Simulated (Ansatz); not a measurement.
MnO2:

```xyz
3
Lattice="2.8566 0.0000 0.0000 -1.4283 2.4739 0.0000 0.0000 0.0000 4.6014" Properties=species:S:1:pos:R:3 pbc="T T T"
Mn    0.0000    0.0000    2.3007
O     0.0000    1.6492    3.2499
O     1.4283    0.8246    1.3515
```

Measurements of this composition are mostly on another form, of space group No. 136.

Base run:

* Program: Ansatz 0.2.0
* Functional: PBE0
* Potentials or basis: Ansatz PAW
* Cutoff: 420 eV (not typed: the program's choice for these potentials)
* k mesh: 8 × 8 × 4
* Occupations: fermi-dirac, width 0.05 eV
* Spin: collinear spin, ferromagnetic start
* Starting moments: [4.0, 0.0, 0.0] μB

Its results: band gap on the k mesh 4.26 eV, indirect (least direct gap 4.35 eV); pressure -3.1 GPa; net moment 3.00 μB per cell; site moments Mn +2.69; O -0.03 μB; largest force 0.450 eV/Å.

**Question.** The run is repeated on the same cell with these changes: functional from PBE0 to HSE06. What comes out?

**Answer.** Band gap on the k mesh 3.50 eV, indirect (least direct gap 3.59 eV); pressure -3.0 GPa; net moment 3.00 μB per cell; site moments Mn +2.69; O -0.03 μB; largest force 0.439 eV/Å.

Caveats: the magnetic or orbital state may not be the lowest; a cell with one magnetic atom can't hold antiferromagnetic order, which such compounds often take; the PAW data sets come from PBE, with cores solved anew for the run's functional, which leaves a small shift of forces and pressure; the thresholds are loose for stress.

A k mesh can miss the band edges.
